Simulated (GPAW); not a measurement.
Runs of GPAW 26.7.0 on GaSb. The structure is cubic, space group F-43m (No. 216). The conventional cell has a = 6.118 Å, b = 6.118 Å, c = 6.118 Å, α = 90.00°, β = 90.00°, γ = 90.00°. Around Sb (site symmetry -43m) lie 4 Ga at 2.65 Å. Ga (site symmetry -43m) has 4 Sb at 2.65 Å as nearest neighbours. 

```tsv
level	potentials or basis	V0 of scaled cells (Å³/atom)	B0 (GPa)
C09-vdW	GPAW PAW data sets (gpaw-data 1.2.1), pw	29.00	(a)
vdW-DF-cx	GPAW PAW data sets (gpaw-data 1.2.1), pw	29.21	48
SOGGA	PAW data sets generated in the run's folder for this functional, pw	28.53	51
WC	PAW data sets generated in the run's folder for this functional, pw	(b)	51
```

Alike in all rows: task equation of state; no spin polarisation; cell as given; k mesh 6 × 6 × 6; cutoff (eV) 600; smearing fermi-dirac 0.05 eV.

Q: Fill in the values left out.

A: (a) 49; (b) 28.58.

Caveats: the PAW data sets were made with another functional, which shifts forces and pressure a little (some runs).

Runs at the PBE level aren't shown here.
